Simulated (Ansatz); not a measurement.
The system is TiO2.

```xyz
12
Lattice="4.8127 0.0000 0.0000 0.0000 4.8719 0.0000 -0.8629 0.0000 4.9666" Properties=species:S:1:pos:R:3 pbc="T T T"
Ti    1.1513    0.2573    1.0586
Ti    3.2300    2.6932    1.4247
Ti    2.7985    4.6146    3.9080
Ti    0.7198    2.1787    3.5419
O    -0.4276    0.8622    4.2293
O     3.9459    3.2981    3.2206
O     4.3774    4.0097    0.7373
O     0.0039    1.5738    1.7460
O     1.7406    3.6911    2.3183
O     2.6406    1.2552    0.1650
O     2.2092    1.1808    2.6483
O     1.3092    3.6167    4.8016
```

The cell comes from a database or a generator and needn't be the stable form of this composition.

* Program: Ansatz 0.2.0
* Task: relaxation of cell and atoms
* Functional: PBE
* Potentials or basis: Ansatz PAW
* Cutoff: 420 eV (not typed: the program's choice for these potentials)
* k mesh: 5 × 5 × 5
* Occupations: fermi-dirac, width 0.05 eV
* Spin: no spin polarisation

At the start: volume 9.70 Å³/atom.

Problem. How do energy, volume and symmetry change on relaxing?

Solution. It ends after 10 steps and the volume is 9.96 Å³/atom (+2.7 %); space group P2_1/c (No. 14, to 0.05 Å).

Step by step:
| step | energy change (eV) | largest force (eV/Å) | volume (Å³) |
| --- | --- | --- | --- |
| 1 | 0.0000 | 0.1221 | 116.45 |
| 2 | -0.0181 | 0.1183 | 117.90 |
| 3 | -0.0197 | 0.0976 | 118.59 |
| 4 | -0.0205 | 0.1234 | 118.77 |
| 5 | -0.0228 | 0.0827 | 119.17 |
| 6 | -0.0254 | 0.0175 | 119.27 |
| 7 | -0.0251 | 0.0095 | 119.34 |
| 8 | -0.0419 | 0.0093 | 119.34 |
| 9 | -0.0410 | 0.0033 | 119.58 |
| 10 | -0.0422 | 0.0034 | 119.58 |

Final structure:
```
Ti O
1.0
     4.85464    0.00000   -0.01888
     0.00000    4.90465    0.00000
    -0.88989    0.00000    5.02551
Ti O
4 8
Direct
  0.27567 0.05814 0.21745
  0.72433 0.55814 0.28255
  0.72433 0.94186 0.78255
  0.27567 0.44186 0.71745
  0.06078 0.18129 0.85655
  0.93922 0.68129 0.64345
  0.93922 0.81871 0.14345
  0.06078 0.31871 0.35655
  0.44998 0.75864 0.45600
  0.55002 0.25864 0.04400
  0.55002 0.24136 0.54400
  0.44998 0.74136 0.95600
```

Caveat: the plane-wave basis is chosen anew once the cell has moved, so the energies of steps on either side of that aren't comparable; the pressure holds a Pulay correction of +0.8 GPa for the finite cutoff.
